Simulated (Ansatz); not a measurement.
## Charge transition levels of the H interstitial in WS2, term by term

Method: Ansatz 0.2.0, DFT PBE, scalar-relativistic, plane waves, PAW. (420 eV cutoff, 2×2×2 k-mesh, shifted by half a step, Gaussian smearing of 0.01 eV, collinear spin in charge 0 alone)

Host crystal, relaxed:

```
W S
1.0
     1.59387    0.92022    7.47445
    -1.59387    0.92022    7.47445
     0.00000   -1.84045    7.47445
W S
1 2
Cartesian
  0.0000 0.0000 0.0152
  0.0000 0.0000 9.0607
  0.0000 0.0000 5.9186
```

The H interstitial was set at (0.812, 0.844, 0.844) of the host cell, in a supercell of 48 sites (1052 Å³), relaxed at fixed cell in each charge q. In charges +1, 0, -1 some atom moved by up to 2.3 Å, so the relaxed defect can differ in kind from the start: near the site, 2 S at 2.81 Å, 1 S at 2.82 Å, 3 S at 2.87 Å became 2 S at 1.76 Å, 1 W at 1.83 Å, 1 S at 2.33 Å, 1 S at 3.29 Å, 2 W at 3.36 Å (charge +1); 2 S at 1.79 Å, 1 S at 2.54 Å, 1 W at 2.86 Å, 2 W at 3.29 Å, 1 S at 3.31 Å (charge 0); 2 S at 1.85 Å, 1 S at 2.40 Å, 1 W at 3.00 Å, 2 W at 3.28 Å, 1 S at 3.51 Å (charge -1). The host's Kohn–Sham gap is 1.64 eV and its static dielectric constant 8.8 (mean). For each charge: the supercell's free energy over the neutral one with q electrons exchanged at the valence band top, F(q) − F(0) + qE_v; the image-charge term; and the term that aligns the potential far from the defect with the host's.

Spin-orbit coupling is left out, which matters for the bands and energies of heavy elements.

```tsv
q	F(q) − F(0) + qE_v (eV)	image charge (eV)	alignment (eV)
+1	-1.159	0.266	-0.022
0	0.000	0.000	0.000
-1	1.029	0.266	-0.130
```

Add the terms and find the levels between neighbouring charges, ε(q/q′) = [A(q′) − A(q)]/(q − q′), with and without the two corrections.

A(q): -0.915 eV for +1, 0.000 eV for 0, 1.165 eV for -1.
```
 level corrected (eV over E_v) uncorrected (eV)
(+1/0)                     0.92              1.16
(0/-1)                     1.16              1.03
```

As a check, a point charge in a simple cubic cell of this volume has q²αe²/(2εL) = 0.228 q² eV (e² = 14.40 eV Å, α = 2.837, L = 10.17 Å); the shape of the real cell and the anisotropy of ε can change it somewhat. The term grows as q², so it pushes donor levels down and acceptor levels up.

Which of these charges is lowest with the Fermi level at the valence band top, at mid-gap and at the conduction band bottom?

The line A(q) + qE_F that lies lowest gives the charge: +1 at E_F = 0.00 eV, +1 at E_F = 0.82 eV, -1 at E_F = 1.64 eV. Charges beyond those computed could lie lower near the band edges.

The neutral defect forms at 2.13 eV with atoms taken from and returned to the elements. What are the formation energies at those three Fermi levels, and what share of sites would hold the defect at 1200 K with E_F at mid-gap, if the host still stood at that temperature?

E_f = E_f(0) + A(q) + qE_F = 1.21, 2.03, 1.66 eV. In the dilute limit the share is exp(−E_f/k_BT) = exp(−2.031/0.1034) = 2.9×10⁻⁹, leaving out degeneracy and vibrational entropy. This is the H-rich limit; a poorer supply of H, or a competing compound of it, raises E_f. The small cell and the narrow Kohn–Sham gap leave errors of tenths of an eV or more, which change the share by orders of magnitude.